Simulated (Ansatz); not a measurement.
Write the native input for Ansatz 0.2.0 that does the following.

```yaml
Task: single point
Functional: LDA
Potentials_or_basis: all-electron LAPW, scalar-relativistic
Cutoff: 209 eV (chosen from the basis error)
Basis_error_allowed: 0.001 eV/atom
k_mesh: 8 × 8 × 8
Occupations: gaussian, width 0.02 eV
Spin: no spin polarisation
```

MgS:

```
S Mg
1.0
     0.00000    2.83312    2.83312
     2.83312    0.00000    2.83312
     2.83312    2.83312    0.00000
S Mg
1 1
Direct
  0.25000 0.25000 0.25000
  0.00000 0.00000 0.00000
```

The cell comes from a database or a generator and needn't be the stable form of this composition.

One way to write it, as run:

input.yaml

```yaml
crystal:
  lattice:
    - [0.0, 2.8331200468, 2.8331200468]
    - [2.8331200468, 0.0, 2.8331200468]
    - [2.8331200468, 2.8331200468, 0.0]
  atoms:
    - { symbol: S, position: [0.25, 0.25, 0.25] }
    - { symbol: Mg, position: [0.0, 0.0, 0.0] }
kpoints:
  mp_grid: { grid: [8, 8, 8] }
scf:
  occupations: { method: gaussian, width: 0.02 }
hamiltonian:
  xc: lda
  pseudopotentials: { kind: all_electron, lapw: { basis_error: 0.001 } }
output:
  forces: true
  stress: true
  eigenvalues: true
```

Potentials or basis: all-electron LAPW, scalar-relativistic.

Command:

```sh
$ ansatz run input.yaml --threads 1 --pin off --max-ram 3072MiB --backend cpu --events-out ev --progress --plain --runs-dir out
```

Results of the run:

```
Pressure               : -2.2 GPa
Band gap on the k mesh : 3.17 eV, direct
```

It took 6.3 s on 1 thread of Intel(R) Xeon(R) Processor @ 2.70GHz, with other jobs on the host, peak memory 0.26 GiB.
